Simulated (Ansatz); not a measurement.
## Electron scattering at the Σ5 (210) boundary in fcc Cu with Al (substitutional)

How much does the Σ5 (210) boundary in fcc Cu with Al (substitutional) reflect electrons?

Method: Ansatz plane-wave DFT, PBE, PAW files; relaxation of a bicrystal slab with its lowest layers held; PAW set soft_1, in the first sound run; inputs show where later runs differ, in Ansatz 0.2.0.

**1. Set-up**

The cell holds 23 atoms: 22 Cu and 1 Al. Cell: a = 4.427 Å, b = 3.615 Å, c = 29.592 Å, α = 90.0°, β = 90.0°, γ = 65.9°. It derives from Cu. built on the (2 1 0) plane; 2 overlapping atoms removed and the grains opened by 0 Å. Vacuum lies along c.

**2. Relaxing the bicrystal**

The boundary is built by mirroring the lower grain in the boundary plane and removing any atoms that overlap; then the Al is put in at the boundary. A thin bicrystal slab is relaxed first, with the lowest layers held and the upper grain free to shift and open.

Input file input.yaml:

```yaml
crystal:
  lattice:
    - [4.4274037203, 0.0, 0.0]
    - [1.4758012401, 3.2999918941, 0.0]
    - [0.0, 0.0, 29.5915814808]
  atoms:
    - { symbol: Cu, position: [1.0e-10, 0.9999999999, 0.1689669747] }
    - { symbol: Cu, position: [0.6000000001, 0.6999999999, 0.1962831771] }
    - { symbol: Cu, position: [0.2000000001, 0.3999999999, 0.2235993796] }
    - { symbol: Cu, position: [0.8000000001, 0.0999999999, 0.250915582] }
    - { symbol: Cu, position: [0.4000000001, 0.7999999999, 0.2782317844] }
    - { symbol: Cu, position: [1.0e-10, 0.5, 0.3055479868] }
    - { symbol: Cu, position: [0.6000000001, 0.2, 0.3328641892] }
    - { symbol: Cu, position: [0.2, 0.9, 0.3601803916] }
    - { symbol: Cu, position: [0.8, 0.6, 0.3874965941] }
    - { symbol: Cu, position: [0.4, 0.3, 0.4148127965] }
    - { symbol: Al, position: [0.0, 0.0, 0.4421289989] }
    - { symbol: Cu, position: [0.8, 0.6, 0.4967614037] }
    - { symbol: Cu, position: [0.2, 0.9, 0.5240776062] }
    - { symbol: Cu, position: [0.6000000001, 0.2, 0.5513938086] }
    - { symbol: Cu, position: [1.0e-10, 0.5, 0.578710011] }
    - { symbol: Cu, position: [0.4000000001, 0.7999999999, 0.6060262134] }
    - { symbol: Cu, position: [0.8000000001, 0.0999999999, 0.6333424158] }
    - { symbol: Cu, position: [0.2000000001, 0.3999999999, 0.6606586182] }
    - { symbol: Cu, position: [0.6000000001, 0.6999999999, 0.6879748207] }
    - { symbol: Cu, position: [1.0e-10, 0.9999999999, 0.7152910231] }
    - { symbol: Cu, position: [0.4000000002, 0.2999999999, 0.7426072255] }
    - { symbol: Cu, position: [0.8000000002, 0.5999999999, 0.7699234279] }
    - { symbol: Cu, position: [0.2000000002, 0.8999999999, 0.7972396303] }
kpoints:
  mp_grid: { grid: [7, 7, 1] }
hamiltonian:
  xc: pbe
  pseudopotentials: { kind: paw, azcp: { folder: soft_1 } }
scf:
  occupations: { method: fermi_dirac, width: 0.1 }
relax:
  f_tol: 0.03
  max_steps: 80
  constraints: [{ sites: [0, 1, 2, 3] }]
```

Command:

```sh
> ansatz run input.yaml --threads 4 --pin off --max-ram 15360MiB --backend cpu --events-out ev --progress --plain --runs-dir out
```

Numbers of over 12 decimals in the logs are rounded to 6 here.

What it wrote:

```text
Engine: ansatz 0.2.0, x86_64-unknown-linux-gnu
Pseudopotentials: kind: paw
Pseudopotential: Cu, paw, valence charge 19, recommended cutoff 420 eV (normal), soft_1/Cu.paw.azcp
Pseudopotential: Al, paw, valence charge 3, recommended cutoff 420 eV (normal), soft_1/Al.paw.azcp
Functional definition: PBE
  parameter kappa = 0.804
  parameter beta = 0.066725
  exchange = pbe_x(kappa = kappa, mu = beta*pi^2/3)
  correlation = pbe_c(beta = beta)
Crystal: 23 atoms, lattice volume = 432.345 Å³
Basis set: ecut = 420 eV, 8449 PW (Γ), exchange–correlation on 60×50×400 points (8 copies of the dense FFT grid, shifted against one another)
Bands: 253, of which v1, the nominal top of the filled ones, is band 211 counted from 1 (210 counted from 0)
Symmetry: 2 space group operations
Space group: Cm (ITA 8), of the structure as read, at distance tolerance 7.6e-5 Å
k-points: 16 of 49 (time reversal used)
Non-local potential: Cu, projectors of the file, l = 0: 3, l = 1: 2, l = 2: 3, l = 3: 1
Non-local potential: Al, projectors of the file, l = 0: 2, l = 1: 2, l = 2: 1
PAW form: soft (Blöchl's): semilocal exchange-correlation on the pseudo side does not see the compensation charge
PAW one-centre angular grid: Cu, 590 points (default); XC on 64 Gauss nodes
PAW one-centre angular grid: Al, 110 points (default); XC on 64 Gauss nodes
Initial density: superposition of atomic densities (neutral atoms: chi_scale 0, normalization atom)
Initial wavefunctions: pseudopotential atomic-orbital guess
Functional: x = pbe(κ = 0.804, μ = 0.219515), c = pbe(β = 0.066725)
SCF iter   1: F=—  HF=-146308.071947 eV  |F-HF|=—  |Δ(HF+E_count)|=         —  Δρ=2.08e-1  dr2=1.21e2  ethr=3.10e-3  ⟨swp⟩=6.0  Hψ=15246  notcnv=0  defer=164
preconditioner: auto → LDOS  [metal: Δε(μ)=0.035 eV  Ē_g=7.844 eV  σ=0.100 eV  W_gap=0.09  n_scr=142 (ndim 8)  ℏωp=28.0 eV  f_vac=0.320  D(μ)=11.83/eV (n_scr^D=94)  β→1.0]
SCF iter   2: F=—  HF=-146427.866260 eV  |F-HF|=—  |Δ(HF+E_count)|=    1.20e2  Δρ=4.14e-1  dr2=4.25e2  ethr=3.10e-3  ⟨swp⟩=4.0  Hψ=12648  notcnv=0  defer=403  recentre
SCF iter   3: F=—  HF=-146289.664574 eV  |F-HF|=—  |Δ(HF+E_count)|=    1.38e2  Δρ=5.43e-2  dr2=1.24e1  ethr=3.10e-3  ⟨swp⟩=4.0  Hψ=10551  notcnv=0  defer=442
SCF iter   4: F=—  HF=-146288.373840 eV  |F-HF|=—  |Δ(HF+E_count)|=    1.29e0  Δρ=2.11e-2  dr2=1.54e0  ethr=2.94e-3  ⟨swp⟩=2.2  Hψ=6557  notcnv=0  defer=437
SCF iter   5: F=—  HF=-146288.167634 eV  |F-HF|=—  |Δ(HF+E_count)|=   2.06e-1  Δρ=9.04e-3  dr2=5.28e-1  ethr=3.66e-4  ⟨swp⟩=2.0  Hψ=7256  notcnv=0  defer=441
SCF iter   6: F=—  HF=-146288.155015 eV  |F-HF|=—  |Δ(HF+E_count)|=   1.26e-2  Δρ=4.05e-3  dr2=1.20e-1  ethr=1.25e-4  ⟨swp⟩=1.3  Hψ=3857  notcnv=0  defer=441
SCF iter   7: F=—  HF=-146288.153590 eV  |F-HF|=—  |Δ(HF+E_count)|=   1.43e-3  Δρ=1.11e-3  dr2=1.58e-2  ethr=2.85e-5  ⟨swp⟩=2.0  Hψ=5072  notcnv=0  defer=441
SCF iter   8: F=—  HF=-146288.154358 eV  |F-HF|=—  |Δ(HF+E_count)|=   7.69e-4  Δρ=3.47e-4  dr2=9.37e-4  ethr=3.76e-6  ⟨swp⟩=1.8  Hψ=4576  notcnv=0  defer=441
SCF iter   9: F=—  HF=-146288.154484 eV  |F-HF|=—  |Δ(HF+E_count)|=   1.26e-4  Δρ=2.02e-4  dr2=2.69e-4  ethr=2.23e-7  ⟨swp⟩=2.0  Hψ=5605  notcnv=0  defer=441
SCF iter  10: F=—  HF=-146288.154508 eV  |F-HF|=—  |Δ(HF+E_count)|=   2.40e-5  Δρ=9.81e-5  dr2=4.21e-5  ethr=6.38e-8  ⟨swp⟩=2.0  Hψ=5565  notcnv=0  defer=441
SCF iter  11: F=—  HF=-146288.154519 eV  |F-HF|=—  |Δ(HF+E_count)|=   1.06e-5  Δρ=8.14e-5  dr2=3.17e-5  ethr=5.34e-9  ⟨swp⟩=4.0  Hψ=12780  notcnv=0
SCF iter  12: F=-146288.154513 eV  HF=-146288.154519 eV  |F-HF|=5.71e-6  |Δ(HF+E_count)|=   1.30e-7  Δρ=3.01e-5  dr2=6.25e-6  ethr=5.34e-9  ⟨swp⟩=2.0  Hψ=12441  notcnv=0
SCF 1 converged in 12 iterations: F = -146288.154513 eV  dr2 = 6.25e-6
  greatest PAW one-centre occupation: 1.000 electrons in one spin orbital (limit 2), on the Cu atom at site 22 (counted from 0), in its partial waves of l = 0
relax step   1: F+E_penalty+E_count = -146288.15451317 eV  Δ(F+E_penalty+E_count) = +0.000e0 eV  max|allowed force component| = 5.227e-1 eV/Å  Δτ_max = 0.0000 Å  (12 SCF iters, dr2 threshold 2.25e-5 eV, accepted)
Initial density: handed on by an earlier stage of this run
Initial wavefunctions: those handed on with the density
iter 1 solved again at ethr=8.13e-5 eV; its pass at ethr=3.10e-3 eV (dr2=3.42e-1 eV) is discarded
SCF iter   1: F=—  HF=-146288.339996 eV  |F-HF|=—  |Δ(HF+E_count)|=         —  Δρ=1.00e-2  dr2=2.78e-1  ethr=8.13e-5  ⟨swp⟩=2.0  Hψ=14542  notcnv=0  defer=441
preconditioner: auto → LDOS  [metal: Δε(μ)=0.014 eV  Ē_g=8.670 eV  σ=0.100 eV  W_gap=0.03  n_scr=142 (ndim 8)  ℏωp=28.0 eV  f_vac=0.320  D(μ)=8.18/eV (n_scr^D=34)  β→1.0]
SCF iter   2: F=—  HF=-146288.309617 eV  |F-HF|=—  |Δ(HF+E_count)|=   3.04e-2  Δρ=1.01e-2  dr2=2.95e-1  ethr=6.60e-5  ⟨swp⟩=2.1  Hψ=6894  notcnv=0  defer=441
SCF iter   3: F=—  HF=-146288.291199 eV  |F-HF|=—  |Δ(HF+E_count)|=   1.84e-2  Δρ=8.87e-3  dr2=2.39e-1  ethr=6.60e-5  ⟨swp⟩=2.0  Hψ=6905  notcnv=0  defer=441
SCF iter   4: F=—  HF=-146288.258559 eV  |F-HF|=—  |Δ(HF+E_count)|=   3.26e-2  Δρ=3.77e-3  dr2=4.07e-2  ethr=5.67e-5  ⟨swp⟩=1.7  Hψ=5106  notcnv=0  defer=442
SCF iter   5: F=—  HF=-146288.251785 eV  |F-HF|=—  |Δ(HF+E_count)|=   6.77e-3  Δρ=1.11e-3  dr2=3.52e-3  ethr=9.66e-6  ⟨swp⟩=2.0  Hψ=6640  notcnv=0  defer=442
SCF iter   6: F=—  HF=-146288.250843 eV  |F-HF|=—  |Δ(HF+E_count)|=   9.41e-4  Δρ=1.43e-4  dr2=1.46e-4  ethr=8.37e-7  ⟨swp⟩=2.0  Hψ=5458  notcnv=0  defer=442
SCF iter   7: F=—  HF=-146288.250884 eV  |F-HF|=—  |Δ(HF+E_count)|=   4.07e-5  Δρ=1.50e-4  dr2=1.24e-4  ethr=3.47e-8  ⟨swp⟩=2.1  Hψ=6778  notcnv=0  defer=442
SCF iter   8: F=—  HF=-146288.250886 eV  |F-HF|=—  |Δ(HF+E_count)|=   2.39e-6  Δρ=6.53e-5  dr2=4.06e-5  ethr=2.94e-8  ⟨swp⟩=2.0  Hψ=5207  notcnv=0  defer=442
SCF iter   9: F=-146288.250882 eV  HF=-146288.250885 eV  |F-HF|=2.41e-6  |Δ(HF+E_count)|=   1.85e-6  Δρ=1.37e-5  dr2=3.21e-6  ethr=4.06e-9  ⟨swp⟩=3.8  Hψ=11080  notcnv=0
SCF 2 converged in 9 iterations: F = -146288.250882 eV  dr2 = 3.21e-6
  greatest PAW one-centre occupation: 1.000 electrons in one spin orbital (limit 2), on the Cu atom at site 0 (counted from 0), in its partial waves of l = 0
relax step   2: F+E_penalty+E_count = -146288.25088215 eV  Δ(F+E_penalty+E_count) = -9.637e-2 eV  max|allowed force component| = 3.353e-1 eV/Å  Δτ_max = 0.0981 Å  (9 SCF iters, dr2 threshold 1.71e-5 eV, accepted)
SCF iter   1: F=—  HF=-146288.634537 eV  |F-HF|=—  |Δ(HF+E_count)|=         —  Δρ=1.81e-2  dr2=8.53e-1  ethr=1.98e-3  ⟨swp⟩=4.9  Hψ=9976  notcnv=0  defer=443
[...]
SCF 3 converged in 10 iterations: F = -146288.375250 eV  dr2 = 2.29e-6
relax step   3: F+E_penalty+E_count = -146288.37524984 eV  Δ(F+E_penalty+E_count) = -1.244e-1 eV  max|allowed force component| = 2.263e-1 eV/Å  Δτ_max = 0.1924 Å  (10 SCF iters, dr2 threshold 7.03e-6 eV, accepted)
[... from here on, the SCF cycles and remarks between the steps are left out ...]
relax step   4: F+E_penalty+E_count = -146288.44814791 eV  Δ(F+E_penalty+E_count) = -7.290e-2 eV  max|allowed force component| = 2.499e-1 eV/Å  Δτ_max = 0.2000 Å  (9 SCF iters, dr2 threshold 2.11e-5 eV, accepted)
relax step   5: F+E_penalty+E_count = -146288.48451928 eV  Δ(F+E_penalty+E_count) = -3.637e-2 eV  max|allowed force component| = 1.460e-1 eV/Å  Δτ_max = 0.1936 Å  (9 SCF iters, dr2 threshold 2.84e-5 eV, accepted)
relax step   6: F+E_penalty+E_count = -146288.51197387 eV  Δ(F+E_penalty+E_count) = -2.745e-2 eV  max|allowed force component| = 2.695e-2 eV/Å  Δτ_max = 0.1320 Å  (9 SCF iters, dr2 threshold 7.27e-6 eV, accepted)
relax step   7: F+E_penalty+E_count = -146288.51197836 eV  Δ(F+E_penalty+E_count) = -4.488e-6 eV  max|allowed force component| = 2.690e-2 eV/Å  Δτ_max = 0.0000 Å  (5 SCF iters, accepted)
relax step   8: F+E_penalty+E_count = -146288.53420473 eV  Δ(F+E_penalty+E_count) = -2.223e-2 eV  max|allowed force component| = 3.067e-2 eV/Å  Δτ_max = 0.1954 Å  (12 SCF iters, accepted)
relax step   9: F+E_penalty+E_count = -146288.54931140 eV  Δ(F+E_penalty+E_count) = -1.511e-2 eV  max|allowed force component| = 6.400e-2 eV/Å  Δτ_max = 0.1950 Å  (10 SCF iters, dr2 threshold 9.37e-7 eV, accepted)
relax step  10: F+E_penalty+E_count = -146288.55609531 eV  Δ(F+E_penalty+E_count) = -6.784e-3 eV  max|allowed force component| = 1.934e-1 eV/Å  Δτ_max = 0.1966 Å  (9 SCF iters, dr2 threshold 4.10e-6 eV, accepted)
relax step  11: F+E_penalty+E_count = -146288.56186134 eV  Δ(F+E_penalty+E_count) = -5.766e-3 eV  max|allowed force component| = 5.047e-2 eV/Å  Δτ_max = 0.1634 Å  (9 SCF iters, dr2 threshold 3.74e-5 eV, accepted)
relax step  12: F+E_penalty+E_count = -146288.56196214 eV  Δ(F+E_penalty+E_count) = -1.008e-4 eV  max|allowed force component| = 4.087e-2 eV/Å  Δτ_max = 0.0184 Å  (8 SCF iters, accepted)
SCF iter   1: F=—  HF=-146288.562935 eV  |F-HF|=—  |Δ(HF+E_count)|=         —  Δρ=5.76e-4  dr2=7.30e-4  ethr=1.82e-6  ⟨swp⟩=2.6  Hψ=7164  notcnv=0  defer=451
preconditioner: auto → LDOS  [metal: Δε(μ)=0.055 eV  Ē_g=8.723 eV  σ=0.100 eV  W_gap=0.14  n_scr=142 (ndim 8)  ℏωp=28.0 eV  f_vac=0.327  D(μ)=8.33/eV (n_scr^D=34)  β→1.0]
SCF iter   2: F=—  HF=-146288.562682 eV  |F-HF|=—  |Δ(HF+E_count)|=   2.52e-4  Δρ=2.96e-4  dr2=4.37e-4  ethr=1.73e-7  ⟨swp⟩=2.2  Hψ=7721  notcnv=0  defer=451
SCF iter   3: F=—  HF=-146288.562650 eV  |F-HF|=—  |Δ(HF+E_count)|=   3.18e-5  Δρ=3.11e-4  dr2=2.64e-4  ethr=1.04e-7  ⟨swp⟩=2.0  Hψ=6656  notcnv=0  defer=451
SCF iter   4: F=—  HF=-146288.562603 eV  |F-HF|=—  |Δ(HF+E_count)|=   4.71e-5  Δρ=2.53e-5  dr2=3.79e-6  ethr=6.27e-8  ⟨swp⟩=2.0  Hψ=6657  notcnv=0  defer=451
SCF iter   5: F=—  HF=-146288.562322 eV  |F-HF|=—  |Δ(HF+E_count)|=   2.81e-4  Δρ=4.15e-5  dr2=5.00e-6  ethr=9.00e-10  ⟨swp⟩=3.0  Hψ=8499  notcnv=0  defer=451
SCF iter   6: F=—  HF=-146288.562321 eV  |F-HF|=—  |Δ(HF+E_count)|=   5.99e-7  Δρ=8.75e-6  dr2=4.63e-7  ethr=9.00e-10  ⟨swp⟩=2.1  Hψ=6681  notcnv=0  defer=451
SCF iter   7: F=—  HF=-146288.562321 eV  |F-HF|=—  |Δ(HF+E_count)|=   4.28e-8  Δρ=5.22e-6  dr2=1.10e-7  ethr=1.10e-10  ⟨swp⟩=2.0  Hψ=5745  notcnv=0  defer=451
SCF iter   8: F=-146288.562321 eV  HF=-146288.562321 eV  |F-HF|=6.84e-9  |Δ(HF+E_count)|=   1.17e-8  Δρ=1.68e-6  dr2=1.65e-8  ethr=2.38e-11  ⟨swp⟩=3.8  Hψ=11824  notcnv=0
SCF 13 converged in 8 iterations: F = -146288.562321 eV  dr2 = 1.65e-8
relax step  13: F+E_penalty+E_count = -146288.56232135 eV  Δ(F+E_penalty+E_count) = -3.592e-4 eV  max|allowed force component| = 2.260e-3 eV/Å  Δτ_max = 0.0068 Å  (8 SCF iters, accepted)
SCF converged after 8 iterations
Free energy (F): -146288.562321 eV
Harris-Foulkes:  -146288.562321 eV  (|F-HF|=6.84e-9)
Internal energy: -146288.294467 eV  (E = F + TS)
E sigma→0 (E₀):  -146288.428394 eV
Entropy (-TS):   -0.267854 eV (-11.646 meV/atom)
Fermi energy:    8.588625 eV
--- Per-component energies (eV) ---
  E_band       = -11277.921886
  E_kinetic    = 5772.966556
  E_local      = -701572.709557  (includes V_loc(G=0)·N_el)
  E_nonlocal   = 19610.511024
  E_hartree    = 341618.515170
  E_xc         = -1546.183407
  E_vxc        = -1976.188106  (∫ρ·V_xc dr)
  E_paw        = -40418.168596  (= ΣΔE_a)
  E_vpaw       = -16349.544663  (= ΣTr[D̂ρ^β])
  E_aug_tail   = 0.021611  (compensation charges beyond the density's cutoff)
  E_ewald      = 230246.752733
  E_smearing   = -0.267854  (= −TS)
  E_closure    = 0.000000  (closes the sum)
  Σ components = -146288.562321   (vs F -146288.562321, Δ=0.00e0)
--- Forces (eV/Å), atoms counted from 1 ---
  atom   1  Cu    -0.02623791     0.01173395     0.54077876
  atom   2  Cu     0.02252377    -0.01007294    -0.07733241
  atom   3  Cu     0.00175510    -0.00078490    -0.36365875
  atom   4  Cu     0.00267667    -0.00119704    -0.09717301
  atom   5  Cu    -0.00005988     0.00002678    -0.00051242
  atom   6  Cu    -0.00003743     0.00001674     0.00020565
  atom   7  Cu    -0.00028017     0.00012529     0.00043148
  atom   8  Cu     0.00016309    -0.00007294     0.00034250
  atom   9  Cu     0.00083502    -0.00037343     0.00022243
  atom  10  Cu     0.00011970    -0.00005353    -0.00029182
  atom  11  Al     0.00047892    -0.00021418    -0.00133033
  atom  12  Cu    -0.00089547     0.00040046     0.00004067
  atom  13  Cu    -0.00056352     0.00025201    -0.00171193
  atom  14  Cu    -0.00034174     0.00015283     0.00150983
  atom  15  Cu     0.00061323    -0.00027425    -0.00126641
  atom  16  Cu    -0.00056229     0.00025146     0.00137507
  atom  17  Cu     0.00047630    -0.00021301    -0.00049167
  atom  18  Cu    -0.00073635     0.00032931     0.00003042
  atom  19  Cu     0.00026075    -0.00011661     0.00122584
  atom  20  Cu     0.00013024    -0.00005825    -0.00073111
  atom  21  Cu     0.00011585    -0.00005181    -0.00226042
  atom  22  Cu    -0.00032529     0.00014548    -0.00150847
  atom  23  Cu    -0.00011532     0.00005157     0.00210653
  max |Σ_I F_I| component: 6.71e-6 eV/Å
--- Relaxed structure (13 steps of the walk, 13 accepted, 0 SCFs on fresh bases) ---
  F+E_penalty+E_count = -146288.56232135 eV   max|allowed force component| = 2.260e-3 eV/Å
  atoms:
    - { symbol: Cu, position: [9.999989725173464e-11, 1.000000, 0.1689669747] }
    - { symbol: Cu, position: [0.6000000001, 0.700000, 0.1962831771] }
    - { symbol: Cu, position: [0.2000000001, 0.400000, 0.223599] }
    - { symbol: Cu, position: [0.800000, 0.100000, 0.250916] }
    - { symbol: Cu, position: [0.401857, 0.799072, 0.278841] }
    - { symbol: Cu, position: [0.00373954, 0.498130, 0.306434] }
    - { symbol: Cu, position: [0.606832, 0.196584, 0.333619] }
    - { symbol: Cu, position: [0.211197, 0.894402, 0.361432] }
    - { symbol: Cu, position: [0.809425, 0.595287, 0.389902] }
    - { symbol: Cu, position: [0.417220, 0.291390, 0.418975] }
    - { symbol: Al, position: [0.016285, -0.0081427, 0.442707] }
    - { symbol: Cu, position: [0.591806, 0.704097, 0.481274] }
    - { symbol: Cu, position: [-0.050483, 1.025242, 0.521272] }
    - { symbol: Cu, position: [0.347557, 0.326222, 0.539744] }
    - { symbol: Cu, position: [-0.261283, 0.630642, 0.571120] }
    - { symbol: Cu, position: [0.147907, 0.926047, 0.599422] }
    - { symbol: Cu, position: [0.541941, 0.229029, 0.625853] }
    - { symbol: Cu, position: [-0.059139, 0.529570, 0.653715] }
    - { symbol: Cu, position: [0.337838, 0.831081, 0.681337] }
    - { symbol: Cu, position: [-0.265449, 1.132725, 0.708242] }
    - { symbol: Cu, position: [0.141390, 0.429305, 0.737739] }
    - { symbol: Cu, position: [0.537716, 0.731142, 0.763803] }
    - { symbol: Cu, position: [-0.066295, 1.033147, 0.786895] }
```

The job ended after 9.7 min (4 threads of Intel Xeon Platinum 8375C at 2.90GHz (Ice Lake), shared host; peak memory 3 GiB).

The steps of the relaxation:

```tsv
step	energy less that of the first step (eV)	largest force component (eV/Å)
1	0.0000	0.5227
2	-0.0964	0.3353
3	-0.2207	0.2263
4	-0.2936	0.2499
5	-0.3300	0.1460
6	-0.3575	0.0270
7	-0.3575	0.0269
8	-0.3797	0.0307
9	-0.3948	0.0640
10	-0.4016	0.1934
11	-0.4073	0.0505
12	-0.4074	0.0409
13	-0.4078	0.0023
```

Forces are held to the 2 operations that the run works with; a distortion that breaks them can't arise in this run.

The atoms that moved most (Å):

```tsv
atom	dx	dy	dz	length
Cu23	-0.982	0.439	-0.306	1.119
Cu20	-0.979	0.438	-0.209	1.093
Cu15	-0.964	0.431	-0.225	1.080
Cu19	-0.967	0.433	-0.196	1.078
Cu14	-0.931	0.417	-0.345	1.077
Cu22	-0.968	0.433	-0.181	1.075
Cu18	-0.956	0.428	-0.205	1.067
Cu17	-0.952	0.426	-0.222	1.066
```

The relaxed structure:

```cif
data_structure
_symmetry_space_group_name_H-M 'P 1'
_symmetry_Int_Tables_number 1
_cell_length_a 4.4274
_cell_length_b 3.6150
_cell_length_c 29.5916
_cell_angle_alpha 90.000
_cell_angle_beta 90.000
_cell_angle_gamma 65.905
_cell_volume 432.34
loop_
_atom_site_label
_atom_site_type_symbol
_atom_site_fract_x
_atom_site_fract_y
_atom_site_fract_z
_atom_site_occupancy
Cu1 Cu 0.00000 0.00000 0.16897 1
Cu2 Cu 0.60000 0.70000 0.19628 1
Cu3 Cu 0.20000 0.40000 0.22360 1
Cu4 Cu 0.80000 0.10000 0.25092 1
Cu5 Cu 0.40186 0.79907 0.27884 1
Cu6 Cu 0.00374 0.49813 0.30643 1
Cu7 Cu 0.60683 0.19658 0.33362 1
Cu8 Cu 0.21120 0.89440 0.36143 1
Cu9 Cu 0.80943 0.59529 0.38990 1
Cu10 Cu 0.41722 0.29139 0.41897 1
Al11 Al 0.01629 0.99186 0.44271 1
Cu12 Cu 0.59181 0.70410 0.48127 1
Cu13 Cu 0.94952 0.02524 0.52127 1
Cu14 Cu 0.34756 0.32622 0.53974 1
Cu15 Cu 0.73872 0.63064 0.57112 1
Cu16 Cu 0.14791 0.92605 0.59942 1
Cu17 Cu 0.54194 0.22903 0.62585 1
Cu18 Cu 0.94086 0.52957 0.65371 1
Cu19 Cu 0.33784 0.83108 0.68134 1
Cu20 Cu 0.73455 0.13272 0.70824 1
Cu21 Cu 0.14139 0.42931 0.73774 1
Cu22 Cu 0.53772 0.73114 0.76380 1
Cu23 Cu 0.93371 0.03315 0.78689 1
```

Numbers from this step:

```yaml
free_energy: -146288.5623 eV
energy_at_zero_smearing: -146288.4284 eV
fermi_energy: 8.589 eV
```

The largest force component on a free atom ends at 0.0023 eV/Å, under the tolerance of 0.03, after 13 steps.

(Part 1 of 2 ends here.)

[Logs are printed without paths, hosts, clocks, repeated set-up lines and the standing remarks that a program may print on its own settings, such as how far it seeks lower states.]

[Hosts, paths, dates, database ids (printed as entryN), source tags and the programs' standing remarks are cut or masked in the printed files.]
